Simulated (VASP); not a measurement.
# PtSe2 (Sudovikovite) (P-3m1) in VASP: further runs, part 2 of 2

VASP 6.6.1. The steps go on from the part before.

## (3) Single point, PBE, spin-orbit coupling, no magnetisation

Input file INCAR:

```
SYSTEM = PtSe2
ALGO = Normal ; EDIFF = 1E-7
ENCUT = 400 ; GGA = PE
GGA_COMPAT = .FALSE. ; ISIF = 2
ISMEAR = 0 ; LASPH = .TRUE.
LCHARG = .FALSE. ; LMAXMIX = 4
LORBIT = 11 ; LREAL = .FALSE.
LSORBIT = .TRUE. ; LWAVE = .FALSE.
MAGMOM = 0 0 0 0 0 0 0 0 0 ; NBANDS = 38
NELM = 100 ; PREC = Normal
SIGMA = 0.02
```

Input file KPOINTS:

```
k-points
0
G
  7 7 5
  0 0 0
```

Input file POSCAR:

```
PtSe2
1.0
    3.7240000000      0.0000000000      0.0000000000
   -1.8620000000      3.2250786037      0.0000000000
    0.0000000000      0.0000000000      5.0620000000
Pt Se
1 2
Direct
    0.0000000000      0.0000000000      0.0000000000
    0.6666666667      0.3333333333      0.7500000000
    0.3333333333      0.6666666667      0.2500000000
```

Potentials or basis: VASP PAW PBE potentials, release 64 (Pt, Se).

On the command line:

```sh
$ cat potpaw_PBE.64/Pt/POTCAR potpaw_PBE.64/Se/POTCAR > POTCAR
$ mpirun -np 1 vasp_ncl > vasp.out
```

OUTCAR:

```text
SYSTEM = PtSe2
   EDIFF = 1E-7
   ENCUT = 400
   GGA = PE
   ISIF = 2
   ISMEAR = 0
   LASPH = .TRUE.
   LORBIT = 11
   LREAL = .FALSE.
   LSORBIT = .TRUE.
   NELM = 100
   PREC = Normal

 Found     32 irreducible k-points:

 Following reciprocal coordinates:
            Coordinates               Weight
  0.000000  0.000000  0.000000      1.000000
  0.142857 -0.000000  0.000000      6.000000
  0.285714 -0.000000  0.000000      6.000000
  0.428571  0.000000  0.000000      6.000000
  0.142857  0.142857  0.000000      6.000000
  0.285714  0.142857  0.000000     12.000000
   k-points           NKPTS =     32   k-points in BZ     NKDIM =     32   number of bands    NBANDS=     38
   number of dos      NEDOS =    301   number of ions     NIONS =      3
   total plane-waves  NPLWV =   9072
   dimension x,y,z NGX =    18 NGY =   18 NGZ =   28
   dimension x,y,z NGXF=    36 NGYF=   36 NGZF=   56
   ions per type =               1   2
   NGX,Y,Z   is equivalent  to a cutoff of   8.04,  8.04,  9.20 a.u.
   NGXF,Y,Z  is equivalent  to a cutoff of  16.07, 16.07, 18.39 a.u.
 SYSTEM =  PtSe2
   PREC   = normal    normal or accurate (medium, high low for compatibility)
   ISTART =      0    job   : 0-new  1-cont  2-samecut
   ICHARG =      2    charge: 1-file 2-atom 10-const
   ISPIN  =      1    spin polarized calculation?
   LNONCOLLINEAR =      T non collinear calculations
   LSORBIT =      T    spin-orbit coupling
   LASPH  =      T    aspherical Exc in radial PAW
   ENCUT  =  400.0 eV  29.40 Ry    5.42 a.u.   6.07  6.07  8.25*2*pi/ulx,y,z
   NELM   =    100;   NELMIN=  2; NELMDL= -5     # of ELM steps
   EDIFF  = 0.1E-06   stopping-criterion for ELM
   LREAL  =      F    real-space projection
   EDIFFG = 0.1E-05   stopping-criterion for IOM
   NSW    =      0    number of steps for IOM
   IBRION =     -1    ionic relax: 0-MD 1-quasi-New 2-CG
   NFREE  =      0    steps in history (QN), initial steepest desc. (CG)
   ISIF   =      2    stress and relaxation
   ISYM   =      2    0-nonsym 1-usesym 2-fastsym
   POTIM  = 0.5000    time-step for ionic-motion
   TEBEG  =    0.0;   TEEND  =   0.0 temperature during run
   PSTRESS=    0.0 pullay stress
   NELECT =      22.0000    total number of electrons
   NUPDOWN=      -1.0000    fix difference up-down
   EMIN   =  10.00;   EMAX   =-10.00  energy-range for DOS
   EFERMI =   0.00;   METHOD = LEGACY
   ISMEAR =     0;   SIGMA  =   0.02  broadening in eV -4-tet -1-fermi 0-gaus
   EFERMI_NEDOS =   21; number of points for ismear=-14 and -15
   IALGO  =     38    algorithm
   IMIX   =      4    mixing-type and parameters
     AMIX     =   0.40;   BMIX     =  1.00
     AMIX_MAG =   1.60;   BMIX_MAG =  1.00
  volume/ion in A,a.u.               =      20.27       136.76
  Fermi-wavevector in a.u.,A,eV,Ry     =   1.166608  2.204570 18.517184  1.360975
  Thomas-Fermi vector in A             =   2.303119
   LORBIT       =     11    0 simple, 1 ext, 2 COOP (PROOUT), +10 PAW based schemes
   GGA     = PE    functional components
   LHFCALC =     F    Hartree Fock is set to
   AEXX    =    0.0000 exact exchange contribution
   IVDW    =     0    specifies the selected vdW correction
   LEPSILON=     F    determine dielectric tensor
   LRPA    =     F    only Hartree local field effects (RPA)
 Gauss-broadening in eV      SIGMA  =   0.02
  energy-cutoff  :      400.00
  volume of cell :       60.80
 maximum number of plane-waves:      2242
   NGX = 13   NGY = 13   NGZ = 17

 number of electron      22.0000004 magnetization       0.0000000      0.0000000      0.0000000

 number of electron      22.0000004 magnetization      -0.0000000      0.0000000      0.0000000

 number of electron      22.0000004 magnetization      -0.0000000     -0.0000000     -0.0000000

 number of electron      22.0000004 magnetization       0.0000000     -0.0000000     -0.0000000

 Free energy of the ion-electron system (eV)
  ---------------------------------------------------
  ext. energy  EPLUGINS =         0.00000000
  ---------------------------------------------------
  free energy    TOTEN  =       -14.57963076 eV

  energy without entropy =      -14.57881491  energy(sigma->0) =      -14.57922284

 E-fermi :   6.6508     XC(G=0): -10.6351

 val. band max:        6.6467329724   @ k =   0.2857   0.2857   0.0000
 cond. band min:       6.6615189722   @ k =   0.0000   0.1429   0.2000
 fundamental gap:      0.0147859998
 Fermi energy:         6.6508019054

 k-point     1 :       0.0000    0.0000    0.0000
  band No.  band energies     occupation
      1      -9.1768      1.00000
      2      -9.1768      1.00000
      3      -6.3532      1.00000
      4      -6.3532      1.00000
      5      -0.7028      1.00000
      6      -0.7028      1.00000
[... 211 lines left out ...]
     33      14.8426      0.00000
     34      14.8426      0.00000

 [... further k-points ...]

 [bands above 34 left out]

------------------------ aborting loop because EDIFF is reached ----------------------------------------

  FORCE on cell =-STRESS in cart. coord.  units (eV):
  Direction    XX          YY          ZZ          XY          YZ          ZX
  --------------------------------------------------------------------------------------
  -------------------------------------------------------------------------------------
  Total        3.0266659      3.0266659      2.3885651      0.0000000     -0.0000000      0.0000000
  in kB       79.7632695     79.7632695     62.9470728      0.0000000     -0.0000000      0.0000000
  external PRESSURE =      74.1578706 kB  Pullay stress =       0.0000000 kB

 VOLUME and BASIS-vectors are now :
 -----------------------------------------------------------------------------
  energy-cutoff  :      400.00
  volume of cell :       60.80
      direct lattice vectors                 reciprocal lattice vectors
     3.724000000  0.000000000  0.000000000     0.268528464  0.155034981  0.000000000
    -1.862000000  3.225078604  0.000000000     0.000000000  0.310069962  0.000000000
     0.000000000  0.000000000  5.062000000     0.000000000  0.000000000  0.197550375

 POSITION                                       TOTAL-FORCE (eV/Angst)
 -----------------------------------------------------------------------------------
      0.00000      0.00000      0.00000        -0.000000      0.000000      0.000000
      1.86200      1.07503      3.79650         0.000000     -0.000000     -0.647617
     -0.00000      2.15005      1.26550        -0.000000      0.000000      0.647617
 -----------------------------------------------------------------------------------
    total drift:                               -0.000000      0.000000      0.000000

  FREE ENERGIE OF THE ION-ELECTRON SYSTEM (eV)
  ---------------------------------------------------
  free  energy   TOTEN  =       -14.5796307644 eV

  energy  without entropy=      -14.5788149073  energy(sigma->0) =      -14.57922284

 Spin-Orbit-Coupling matrix elements

 Ion:    1  E_soc:     -0.7285965
 l=   1
     0.0000000    -0.0341480    -0.0360041
    -0.0341480     0.0000000    -0.0341480
    -0.0360041    -0.0341480     0.0000000
 l=   2
     0.0000000    -0.0190437     0.0000000    -0.0190437    -0.0643864
    -0.0190437     0.0000000    -0.0478832    -0.0236706    -0.0190437
     0.0000000    -0.0478832     0.0000000    -0.0478832     0.0000000
    -0.0190437    -0.0236706    -0.0478832     0.0000000    -0.0190437
    -0.0643864    -0.0190437     0.0000000    -0.0190437     0.0000000
 l=   3
     0.0000000     0.0000000     0.0000000     0.0000000     0.0000000     0.0000000     0.0000000
     0.0000000     0.0000000     0.0000000     0.0000000     0.0000000     0.0000000     0.0000000
     0.0000000     0.0000000     0.0000000     0.0000000     0.0000000     0.0000000     0.0000000
     0.0000000     0.0000000     0.0000000     0.0000000     0.0000000     0.0000000     0.0000000
[... 29 lines left out ...]
 l=   2
     0.0000000    -0.0000007     0.0000000    -0.0000007    -0.0000168
    -0.0000007     0.0000000    -0.0000115    -0.0000048    -0.0000007
     0.0000000    -0.0000115     0.0000000    -0.0000115     0.0000000
    -0.0000007    -0.0000048    -0.0000115     0.0000000    -0.0000007
    -0.0000168    -0.0000007     0.0000000    -0.0000007     0.0000000
 l=   3
     0.0000000     0.0000000     0.0000000     0.0000000     0.0000000     0.0000000     0.0000000
     0.0000000     0.0000000     0.0000000     0.0000000     0.0000000     0.0000000     0.0000000
     0.0000000     0.0000000     0.0000000     0.0000000     0.0000000     0.0000000     0.0000000
     0.0000000     0.0000000     0.0000000     0.0000000     0.0000000     0.0000000     0.0000000
     0.0000000     0.0000000     0.0000000     0.0000000     0.0000000     0.0000000     0.0000000
     0.0000000     0.0000000     0.0000000     0.0000000     0.0000000     0.0000000     0.0000000
     0.0000000     0.0000000     0.0000000     0.0000000     0.0000000     0.0000000     0.0000000

 total charge

# of ion       s       p       d       tot
------------------------------------------
    1        0.694   0.742   8.020   9.456
    2        1.485   2.247   0.071   3.803
    3        1.485   2.247   0.071   3.803
--------------------------------------------------
tot          3.665   5.235   8.162  17.062

 magnetization (x)

# of ion       s       p       d       tot
------------------------------------------
    1        0.000   0.000   0.000   0.000
    2       -0.000   0.000   0.000  -0.000
    3       -0.000   0.000   0.000  -0.000
--------------------------------------------------
tot         -0.000   0.000   0.000  -0.000

 magnetization (y)

# of ion       s       p       d       tot
------------------------------------------
    1        0.000   0.000   0.000   0.000
    2       -0.000   0.000  -0.000  -0.000
    3        0.000   0.000  -0.000   0.000
--------------------------------------------------
tot          0.000   0.000  -0.000  -0.000

 magnetization (z)

# of ion       s       p       d       tot
------------------------------------------
    1       -0.000   0.000  -0.000   0.000
    2        0.000   0.000   0.000   0.000
    3        0.000   0.000   0.000   0.000
--------------------------------------------------
tot         -0.000   0.000  -0.000   0.000
```

stdout:

```text
POSCAR found type information on POSCAR PtSe
 POSCAR found :  2 types and       3 ions
 scaLAPACK will be used
 LDA part: xc-table for (Slater+PW92), standard interpolation
 POSCAR, INCAR and KPOINTS ok, starting setup
 FFT: planning ... GRIDC
 FFT: planning ... GRID_SOFT
 FFT: planning ... GRID
 WAVECAR not read
 entering main loop
```

It took 66 s on 1 thread of AMD EPYC 7R43 (Zen 3), shared host; peak memory 0.18 GiB.

The run converged, but some of its settings lie outside the range that counts as converged, so its numbers aren't taken as properties of the crystal.

Results:

```yaml
Free_energy: -14.5796 eV
Pressure: 7.4 GPa
Largest_force: 0.648 eV/Å
Valence_electrons_inside_the_program's_atomic_spheres: Pt 9.46; Se 3.80
```

## (4) For comparison

An earlier run on the cell as given: functional PBE; potentials or basis VASP PAW PBE potentials, release 64 (Pt, Se); cutoff 520 eV; k mesh 8 × 8 × 5; occupations fermi-dirac, width 0.05 eV; no spin polarisation.

* Pressure: 7.3 GPa
* Largest force: 0.599 eV/Å
* Band gap on the k mesh: none (metal or under the smearing width)
